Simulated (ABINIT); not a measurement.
Runs of ABINIT 10.8.3 (patched build) on SnO2 (Cassiterite). It takes space group P4_2/mnm (No. 136, tetragonal). The conventional cell has a = 4.738 Å, b = 4.738 Å, c = 3.187 Å, α = 90.00°, β = 90.00°, γ = 90.00°. Around Sn (site symmetry mmm) lie 6 O at 2.05 to 2.06 Å. O (site symmetry m2m) has 3 Sn at 2.05 to 2.06 Å as nearest neighbours. 

| task | level | potentials or basis | cell | k mesh | cutoff (eV) | fine-grid cutoff | cell freedom (optcell) | cutoff smearing ecutsm (Ha) | optimiser (ionmov) | force stop (Ha/bohr) | mesh quality | gap on the mesh (eV) | pressure (GPa) | largest force (eV/Å) |
| --- | --- | --- | --- | --- | --- | --- | --- | --- | --- | --- | --- | --- | --- | --- |
| band structure | r2SCAN | JTH PAW PBE v2.0 | as given | 5 × 5 × 7 | 762 | 1360.57 eV | - | - | - | - | not flagged | (b) | - | 0.24 |
| single point | LDA | JTH PAW LDA v2.0 | as given | 2 × 2 × 3 | 626 | 1224.51 eV | - | - | - | - | coarse | 1.11 | -2.0 | (a) |
| single point | PBEsol | JTH PAW PBE v2.0 | as given | 4 × 4 × 5 | 626 | 1224.51 eV | - | - | - | - | not flagged | 1.18 | 3.8 | 0.20 |
| single point | PBEsol | JTH PAW PBE v2.0 | as given | 5 × 5 × 6 | 626 | 1224.51 eV | - | - | - | - | not flagged | 1.18 | 3.8 | 0.20 |
| relaxation of cell and atoms | LDA | JTH PAW LDA v2.0 | relaxed | 5 × 5 × 7 | 626 | 1224.51 eV | 2 | 0.5 | 2 | 0.0002 | not flagged | 1.19 | 0.0 | - |
| single point | LDA | JTH PAW LDA v2.0 | as given | 5 × 5 × 6 | 626 | 1224.51 eV | - | - | - | - | not flagged | 1.13 | -1.6 | 0.14 |
| single point | LDA | JTH PAW LDA v2.0 | as given | 4 × 4 × 5 | 626 | 1224.51 eV | - | - | - | - | not flagged | 1.13 | -1.6 | 0.14 |

Alike in all rows: no spin polarisation; smearing fermi-dirac 0.05 eV.

Fill in the values left out.

(a) 0.13; (b) 1.96.

Caveats: some runs use coarse meshes; spin-orbit coupling is left out, which moves the levels of the heavy elements; an odd mesh through Γ misses points on the zone boundary, where band edges often lie (some runs); the PAW data sets were made with another functional, which shifts forces and pressure a little (some runs).

A k mesh can miss the band edges, and the runs leave out spin-orbit coupling on Sn.

Not every run made on this cell is shown here.
